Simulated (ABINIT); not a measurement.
**GaP: equation of state with PBE**

**Measured values to compare with.**

“Phosphorous dimerization in GaP at high pressure”, 2017, arxiv:1709.06667 reports, for a bulk crystal of GaP: bulk modulus 87.5 ± 0.6 GPa.

Crystal: GaP.

```
CELL_PARAMETERS angstrom
0.00000 2.72525 2.72525
2.72525 0.00000 2.72525
2.72525 2.72525 0.00000
ATOMIC_POSITIONS crystal
Ga 0.00000 0.00000 0.00000
P 0.75000 0.75000 0.75000
```

```yaml
Program: ABINIT 10.8.3 (patched build)
Task: equation of state
Functional: PBE
Potentials_or_basis: JTH PAW PBE v2.0
Cutoff: 408 eV
k_mesh: 8 × 8 × 8
Occupations: fermi-dirac, width 0.05 eV
Spin: no spin polarisation
Fine-grid_cutoff: 816.342 eV
Exchange_and_correlation_inside_the_PAW_spheres: full angular mesh (pawxcdev 0, this build's default; the released program takes 1)
```

The equilibrium volume is 20.89 Å³/atom. The bulk modulus is 78 GPa and the pressure derivative of the bulk modulus is 4.3.

Energy against volume, from the lowest point:
| volume (Å³/atom) | energy (meV/atom) |
| --- | --- |
| 19.026 | 47.35 |
| 19.431 | 27.83 |
| 19.836 | 13.92 |
| 20.240 | 4.94 |
| 20.645 | 0.41 |
| 21.050 | 0.00 |
| 21.455 | 3.21 |

Run time: 49 s on 1 thread of Arm Neoverse V2 (shared host), peak memory 0.13 GiB.

Measured bulk modulus of GaP: 87.5 GPa (“Phosphorous dimerization in GaP at high pressure”, 2017, arxiv:1709.06667). This calculation gives 78 GPa (-11.3 %). The fit is for a static lattice scaled at fixed shape and fixed fractional positions.

Caveat: pressures at fixed basis lie under the slope of the energies. PBE usually gives volumes a little too large and moduli too small.
